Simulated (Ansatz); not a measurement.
# ZnSiP2: the cost of one run

The runs shown are made with Ansatz 0.2.0. PAW datasets, plane waves, zero pressure. No spin polarisation and no zero-point or thermal motion.

## 1. Starting point

It is tetragonal, I-42d (No. 122); conventional cell a = 5.373 Å, c = 10.460 Å, 18.88 Å³ an atom. Zn has 4 P at 2.36 Å; Si has 4 P at 2.25 Å; P has 2 Si at 2.25 Å and 2 Zn at 2.36 Å.

Structure file:

Space group I-42d (No. 122). a = 5.373 Å, b = 5.373 Å, c = 10.460 Å, α = 90.00°, β = 90.00°, γ = 90.00°
```json
{"atom": "Zn", "site": "4a", "symmetry": "-4..", "x": "0.0000", "y": "0.0000", "z": "0.0000"}
{"atom": "Si", "site": "4b", "symmetry": "-4..", "x": "0.5000", "y": "0.5000", "z": "0.0000"}
{"atom": "P", "site": "8d", "symmetry": ".2.", "x": "0.2673", "y": "0.2500", "z": "0.1250"}
```

## 2. Relaxation with PBE

The input, input.yaml:

```yaml
crystal:
  lattice:
    - [-2.6867032364, 2.6867032364, 5.2300306318]
    - [2.6867032364, -2.6867032364, 5.2300306318]
    - [2.6867032364, 2.6867032364, -5.2300306318]
  atoms:
    - { symbol: Zn, position: [0.0, 0.0, 0.0] }
    - { symbol: Zn, position: [0.75, 0.25, 0.5] }
    - { symbol: Si, position: [0.5, 0.5, 0.0] }
    - { symbol: Si, position: [0.25, 0.75, 0.5] }
    - { symbol: P, position: [0.375, 0.3923012, 0.5173012] }
    - { symbol: P, position: [0.875, 0.8576988, 0.4826988] }
    - { symbol: P, position: [0.6076988, 0.125, 0.9826988] }
    - { symbol: P, position: [0.1423012, 0.625, 0.0173012] }
kpoints:
  mp_grid: { grid: [6, 6, 6] }
hamiltonian:
  xc: pbe
scf:
  occupations: { method: fermi_dirac, width: 0.02 }
relax:
  f_tol: 0.005
  cell: {}
```

Started as:

```
$ ansatz run input.yaml --threads 8 --pin off --max-ram 20275MiB --backend cpu --events-out ev --progress --plain --runs-dir out
```

Q: Estimate wall time and peak memory on 8 threads of Arm Neoverse V1, shared host.

About 8.8 s, with a peak of 0.66 GiB.
